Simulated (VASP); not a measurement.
ZrB2: single point with PBE

ZrB2:

```xyz
3
Lattice="3.1700 0.0000 0.0000 -1.5850 2.7453 0.0000 0.0000 0.0000 3.5330" Properties=species:S:1:pos:R:3 pbc="T T T"
Zr   -0.0317    0.0579   -0.0309
B     1.5522    0.9061    1.7516
B     0.0305    1.8258    1.8164
```

The cell isn't the ideal one: atoms moved at random, drawn with an rms of 0.05 Å.

```json
{"Program": "VASP 6.6.1", "Task": "single point", "Functional": "PBE", "Potentials or basis": "VASP PAW PBE potentials, release 64 (Zr_sv, B)", "Cutoff": "520 eV", "k mesh": "10 × 10 × 8", "Occupations": "fermi-dirac, width 0.05 eV", "Spin": "no spin polarisation", "Further INCAR settings": "ALGO = Normal; EDIFF = 1e-07; NBANDS = 16"}
```

| Property | Result |
| --- | --- |
| Pressure | 1.9 GPa |
| Largest force | 1.250 eV/Å |
| Band gap on the k mesh | none (metal or under the smearing width) |

Forces on the atoms (eV/Å):
```
Zr   0.376 -0.837  0.695
B    0.532  0.398  0.042
B   -0.908  0.440 -0.737
```

Stress tensor (GPa, compression positive):
```
 1.75  0.58  0.44
 0.58  1.48 -0.71
 0.44 -0.71  2.61
```

Levels at points of the mesh, in eV from the Fermi level:
```csv
k point,band 7,band 8,band 9,band 10,band 11,band 12
"(0.00, 0.00, 0.00)",-2.69,-2.31,-2.09,3.35,3.49,3.84
"(0.50, 0.00, 0.00)",-3.97,-3.32,-2.42,2.09,2.94,5.01
"(0.00, 0.50, 0.00)",-3.82,-3.02,-2.54,2.16,2.50,4.98
"(0.50, 0.50, 0.00)",-3.69,-2.97,-2.45,1.92,2.48,4.97
"(0.00, 0.00, 0.50)",-1.34,-0.62,0.22,0.66,0.86,0.95
"(0.50, 0.00, 0.50)",-4.58,-3.93,-2.06,3.78,3.98,5.36
"(0.00, 0.50, 0.50)",-4.51,-4.07,-1.92,3.77,4.12,5.36
"(0.50, 0.50, 0.50)",-4.47,-4.17,-1.80,3.73,4.20,5.36
```

It took 91 s on 1 thread of Intel(R) Xeon(R) Platinum 8488C (Sapphire Rapids), on a shared host, peak memory 0.29 GiB.
